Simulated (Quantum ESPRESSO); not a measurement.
Ca in Quantum ESPRESSO: the effect of functional

Crystal: Ca.

```xyz
1
Lattice="0.0000 2.7942 2.7942 2.7942 0.0000 2.7942 2.7942 2.7942 0.0000" Properties=species:S:1:pos:R:3 pbc="T T T"
Ca    0.0000    0.0000    0.0000
```

Alike in all runs:

* Program: Quantum ESPRESSO 7.5
* Task: phonon dispersion
* Cutoff: 612 eV
* Density cutoff: 4898 eV
* k mesh: 8 × 8 × 8
* Occupations: cold, width 0.2 eV
* Spin: no spin polarisation

Each run relaxes the cell or the atoms first.

```csv
functional,potentials or basis,relaxed volume (Å³/atom),highest phonon frequency (cm⁻¹)
LDA,GBRV 1.5 LDA,37.89,180
PBE,GBRV 1.5 PBE,42.14,165
PBEsol,GBRV 1.5 PBEsol,?,?
```

Task: What does the run with functional PBEsol give?

Result: Relaxed volume 40.51 Å³/atom; highest phonon frequency 171 cm⁻¹.
